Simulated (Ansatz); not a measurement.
# TePb: the cost of one run

Program: Ansatz 0.2.0. Level of theory: DFT PBE+D3(BJ), scalar-relativistic, plane waves, PAW. These are calculated values, not measurements.

## Step 1: Starting point

It takes space group Pm-3m (No. 221, cubic). The conventional cell has a = 4.002 Å, b = 4.002 Å, c = 4.002 Å, α = 90.00°, β = 90.00°, γ = 90.00°. Te (site symmetry m-3m) is surrounded by 8 Pb at 3.47 Å. Pb (site symmetry m-3m) has 8 Te at 3.47 Å as nearest neighbours.

Coordinates:

```
Te Pb
1.0
     4.00229    0.00000    0.00000
     0.00000    4.00229    0.00000
     0.00000    0.00000    4.00229
Te Pb
1 1
Direct
  0.50000 0.50000 0.50000
  0.00000 0.00000 0.00000
```

The structure comes from the Materials Project (structure only).

(A quick probe on a coarse mesh, which set the mesh and smearing, is not shown.)

## Step 3: Relaxing cell and atoms

File input.yaml:

```yaml
crystal:
  lattice:
    - [4.002287, 0.0, 0.0]
    - [0.0, 4.002287, 0.0]
    - [0.0, 0.0, 4.002287]
  atoms:
    - { symbol: Te, position: [0.5, 0.5, 0.5] }
    - { symbol: Pb, position: [0.0, 0.0, 0.0] }
basis:
  ecutwfc: 420
kpoints:
  mp_grid: { grid: [10, 10, 10] }
hamiltonian:
  xc: pbe
  dispersion: d3bj
scf:
  occupations: { method: gaussian, width: 0.1 }
output:
  forces: true
  stress: true
  eigenvalues: true
  write_density: true
  write_potential: true
  elf: true
  volumetric_format: npy
relax:
  adjacent_minimum: "off"
  f_tol: 0.005
  max_steps: 80
  cell: { stress_tol: 0.05 }
```

The run is started by

```bash
$ ansatz run input.yaml --threads 1 --pin off --max-ram 2560MiB --backend cpu --events-out ev --progress --plain --runs-dir out
```

What time and memory should one allow on 1 thread of Intel Xeon 6975P-C (Granite Rapids), shared host?

About 12 s, with a peak of 0.44 GiB.
